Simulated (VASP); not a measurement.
Method: PBE GGA, VASP's PBE PAW potentials (set 64) (plane waves; VASP).

Input for VASP

### KPOINTS
```
kpoints
0
Gamma
 6 6 6
0 0 0
```

**INCAR**
```
SYSTEM = CsPbI3
PREC = Accurate
ENCUT = 300
EDIFF = 1E-6
NELM = 100
ALGO = Normal
LREAL = .FALSE.
LASPH = .TRUE.
ISMEAR = 0
SIGMA = 0.01
GGA = PE
LMAXMIX = 4
LWAVE = .FALSE.
LCHARG = .FALSE.
ISIF = 2
```

File POSCAR:
```
CsPbI3
6.1352040
  1.0000000000   0.0000000000   0.0000000000
  0.0000000000   1.0000000000   0.0000000000
  0.0000000000   0.0000000000   1.0000000000
Cs Pb I
1 1 3
Cartesian
  0.5000000000   0.5000000000   0.5000000000
  0.0000000000   0.0000000000   0.0000000000
  0.0000000000   0.0000000000   0.5000000000
  0.5000000000   0.0000000000   0.0000000000
  0.0000000000   0.5000000000   0.0000000000
```

POTCAR, in this order: Cs_sv Pb_d I (PBE.64 set). Program: vasp_std.

Output of the run:

File OUTCAR:
```
 ion  position               nearest neighbor table
   1  0.500  0.500  0.500-
   2  0.000  0.000  0.000-   3 3.07   4 3.07   5 3.07   3 3.07   5 3.07   4 3.07
   3  0.000  0.000  0.500-   2 3.07   2 3.07
   4  0.500  0.000  0.000-   2 3.07   2 3.07
   5  0.000  0.500  0.000-   2 3.07   2 3.07
  LATTYP: Found a simple cubic cell.
 ALAT       =     6.1352040000
 Subroutine PRICEL returns:
 Original cell was already a primitive cell.
 Subroutine GETGRP returns: Found 48 space group operations
The static configuration has the point symmetry O_h .
The dynamic configuration has the point symmetry O_h .
 Subroutine INISYM returns: Found 48 space group operations
 Subroutine IBZKPT returns following result:
 Found     20 irreducible k-points:

 Following reciprocal coordinates:
            Coordinates               Weight
  0.000000  0.000000  0.000000      1.000000
  0.166667  0.000000  0.000000      6.000000
  0.333333  0.000000  0.000000      6.000000
  0.500000  0.000000  0.000000      3.000000
  0.166667  0.166667  0.000000     12.000000
  0.333333  0.166667  0.000000     24.000000
...
```

### OSZICAR
```
       N       E                     dE             d eps       ncg     rms          rms(c)
DAV:   1     0.293809216228E+03    0.29381E+03   -0.13426E+04  1048   0.927E+02
DAV:   2     0.122997958874E+02   -0.28151E+03   -0.27742E+03  1386   0.275E+02
DAV:   3    -0.132885862014E+02   -0.25588E+02   -0.25543E+02  1252   0.917E+01
DAV:   4    -0.140967419766E+02   -0.80816E+00   -0.80774E+00  1584   0.219E+01
DAV:   5    -0.141119236536E+02   -0.15182E-01   -0.15178E-01  1240   0.195E+00    0.410E+00
DAV:   6    -0.138663926371E+02    0.24553E+00   -0.46256E-01  1426   0.442E+00    0.276E+00
DAV:   7    -0.138420644101E+02    0.24328E-01   -0.36689E-01  1430   0.295E+00    0.110E+00
DAV:   8    -0.138459550573E+02   -0.38906E-02   -0.50456E-02  1176   0.184E+00    0.254E-01
DAV:   9    -0.138457289955E+02    0.22606E-03   -0.58893E-03  1338   0.715E-01    0.114E-01
DAV:  10    -0.138458495709E+02   -0.12058E-03   -0.74545E-04  1232   0.197E-01    0.344E-02
DAV:  11    -0.138458972191E+02   -0.47648E-04   -0.27051E-04  1358   0.128E-01    0.407E-02
DAV:  12    -0.138458978947E+02   -0.67562E-06   -0.14811E-05  1320   0.210E-02    0.339E-02
DAV:  13    -0.138458940858E+02    0.38089E-05   -0.58915E-06  1110   0.179E-02    0.117E-02
DAV:  14    -0.138458931615E+02    0.92433E-06   -0.66477E-06  1242   0.171E-02
   1 F= -.13845893E+02 E0= -.13845893E+02  d E =-.332978E-32
```

OUTCAR:
```
------------------------ aborting loop because EDIFF is reached ----------------------------------------
  FORCE on cell =-STRESS in cart. coord.  units (eV):
  Direction    XX          YY          ZZ          XY          YZ          ZX
  --------------------------------------------------------------------------------------
  Total        3.4225677      3.4225677      3.4225677     -0.0000000      0.0000000     -0.0000000
  in kB       23.7451876     23.7451876     23.7451876     -0.0000000      0.0000000     -0.0000000
  external PRESSURE =      23.7451876 kB  Pullay stress =       0.0000000 kB
  volume of cell :      230.93
      direct lattice vectors                 reciprocal lattice vectors
     6.135204000  0.000000000  0.000000000     0.162993765  0.000000000  0.000000000
     0.000000000  6.135204000  0.000000000     0.000000000  0.162993765  0.000000000
     0.000000000  0.000000000  6.135204000     0.000000000  0.000000000  0.162993765
 POSITION                                       TOTAL-FORCE (eV/Angst)
 -----------------------------------------------------------------------------------
      3.06760      3.06760      3.06760         0.000000      0.000000      0.000000
      0.00000      0.00000      0.00000         0.000000      0.000000      0.000000
      0.00000      0.00000      3.06760         0.000000      0.000000      0.000000
      3.06760      0.00000      0.00000         0.000000      0.000000      0.000000
      0.00000      3.06760      0.00000         0.000000      0.000000      0.000000
 -----------------------------------------------------------------------------------
    total drift:                               -0.000000      0.000000     -0.000000
  FREE ENERGIE OF THE ION-ELECTRON SYSTEM (eV)
  ---------------------------------------------------
  free  energy   TOTEN  =       -13.8458931615 eV

  energy  without entropy=      -13.8458931615  energy(sigma->0) =      -13.84589316
```
(Selected blocks of OUTCAR.)

At this cut-off the stress carries a Pulay error, which pulls relaxed volumes low.

The structure comes from a computed database's CsPbI3 entry; how it stands against other phases isn't given here. The cell was not relaxed at this level.
